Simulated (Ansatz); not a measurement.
Ansatz input file:

```yaml
crystal:
  lattice:
    - [3.0729688934, 0.0, 0.0]
    - [-1.5364844467, 2.6612691267, 0.0]
    - [0.0, 0.0, 32.4115723039]
  atoms:
    - { symbol: S, position: [0.0, 0.0, 0.4503774699] }
    - { symbol: Mo, position: [0.6666666667, 0.3333333333, 0.5] }
    - { symbol: S, position: [0.3333333333, 0.6666666667, 0.5496225301] }
  periodic: [true, true, false]
basis:
  ecutwfc: 420
kpoints:
  mp_grid: { grid: [18, 18, 1] }
  band_path:
    path:
      - [0, 0, 0]
      - [0.5, 0, 0]
      - [0.3333333333333, 0.3333333333333, 0]
      - [0, 0, 0]
    npoints: 8
hamiltonian:
  xc: pbe
  dispersion: d3bj
scf:
  occupations: { method: gaussian, width: 0.1 }
output:
  forces: true
  stress: true
  eigenvalues: true
  write_density: true
  write_potential: true
  elf: true
  volumetric_format: npy
relax:
  adjacent_minimum: "off"
  f_tol: 0.01
  max_steps: 40
```

Run as
```bash
ansatz run input.yaml --threads 2 --pin off --max-ram 5120MiB --backend cpu --events-out ev --progress --plain --runs-dir out
```

All numbers below come from DFT PBE+D3(BJ), scalar-relativistic, plane waves, PAW in Ansatz.

Part of what the program printed, abridged (final results; tables in files aren't shown):

```
WARN: The input density's exchange-correlation potential varies sharply where the density is thin. Do not read a vacuum level from v_tot or v_xc, or from such a field of the output density. On a cell that repeats whose density bears no net charge and no dipole along the vacuum's axis use v_es (v_loc + v_h of the components); under efield.dipole_correction with no amplitude use v_es + v_field, which holds any external_charges[].barrier, or the levels of the report's work_function block, which leave it out; under a non-zero efield.amplitude the vacuum is tilted and has no level; on a cell that repeats and bears such a dipole with no correction it is tilted too, and efield.dipole_correction wit ...
SCF converged after 2 iterations
Free energy (F): -6762.907697 eV
Harris-Foulkes:  -6762.907697 eV  (|F-HF|=1.94e-8)
Internal energy: -6762.900982 eV  (E = F + TS)
E sigma→0 (E₀):  -6762.904340 eV
Entropy (-TS):   -0.006715 eV (-2.238 meV/atom)
Fermi energy:    -5.082060 eV
--- Per-component energies (eV) ---
  E_band       = -575.979618
  E_kinetic    = 657.147580
  E_local      = -51312.529353  (includes V_loc(G=0)·N_el)
  E_nonlocal   = 199.589128
  E_hartree    = 25219.241965
  E_xc         = -378.597955
  E_vxc        = -405.129577  (∫ρ·V_xc dr)
  E_paw        = -4401.680027  (= ΣΔE_a)
  E_vpaw       = -153.553367  (= ΣTr[D̂ρ^β])
  E_aug_tail   = 0.000042  (compensation charges beyond the density's cutoff)
  E_ewald      = 23254.923957
  E_disp       = -0.996321  (pairwise vdW)
  E_smearing   = -0.006715  (= −TS)
--- Forces (eV/Å), atoms counted from 1 ---
  atom   1  S      0.00000000     0.00000000    -0.00113165
  atom   2  Mo     0.00000000     0.00000000     0.00000000
  atom   3  S      0.00000000     0.00000000     0.00113165
--- 2D stress c σ (N/m, compression-positive) ---
        2.334457       0.000000       0.000000
        0.000000       2.334457       0.000000
        0.000000       0.000000       0.000000
  P = ½ c Tr σ = 2.3345 N/m
--- Band table (eV; the first three rows and the last of 37) ---
  k-point 0: bands = ["-66.7739", "-40.9017", "-40.6599", "-40.6599", "-20.2136", "-19.1244", "-11.7021", "-8.5672", "-8.5672", "-8.3753", "-6.4891", "-5.8054", "-5.8054", "-4.8451", "-4.8451", "-1.7400", "-1.7400"]
  k-point 1: bands = ["-66.7722", "-40.8986", "-40.6759", "-40.6635", "-20.1594", "-19.1017", "-11.6309", "-8.9808", "-8.5335", "-8.0272", "-6.5165", "-6.0411", "-5.9915", "-4.8183", "-4.6799", "-1.9291", "-1.7686"]
  k-point 2: bands = ["-66.7671", "-40.8896", "-40.7215", "-40.6739", "-20.0000", "-19.0349", "-11.4245", "-9.4776", "-8.4482", "-7.7596", "-6.8714", "-6.3287", "-6.3199", "-4.7817", "-4.4025", "-2.3270", "-1.8251"]
  k-point 36: bands = ["-66.7083", "-41.0159", "-41.0159", "-40.7841", "-17.7517", "-17.7517", "-10.8818", "-10.8818", "-10.7292", "-9.0551", "-9.0147", "-9.0147", "-4.7088", "-4.7088", "-3.7662", "-1.6917", "-1.6917"]
--- Relaxed structure (4 steps of the walk, 4 accepted, 0 SCFs on fresh bases) ---
  F+E_penalty+E_count = -6762.90769742 eV   max|allowed force component| = 1.132e-3 eV/Å
  cell:  # Å, volume = 265.0617 Å³
    - [3.07296889, 0.0, 0.0]
    - [-1.53648444, 2.66126912, 0.0]
    - [0.0, 0.0, 32.4115723039]
  atoms:
    - { symbol: S, position: [0.0, 0.0, 0.44942233] }
    - { symbol: Mo, position: [0.66666666, 0.33333333, 0.5] }
    - { symbol: S, position: [0.33333333, 0.66666666, 0.55057766] }
```

The relaxation met its thresholds.

Time: 20 s on 2 threads of AMD EPYC 7R43 64-Core Processor (Zen 3), with other jobs on the host, peak memory 0.63 GiB.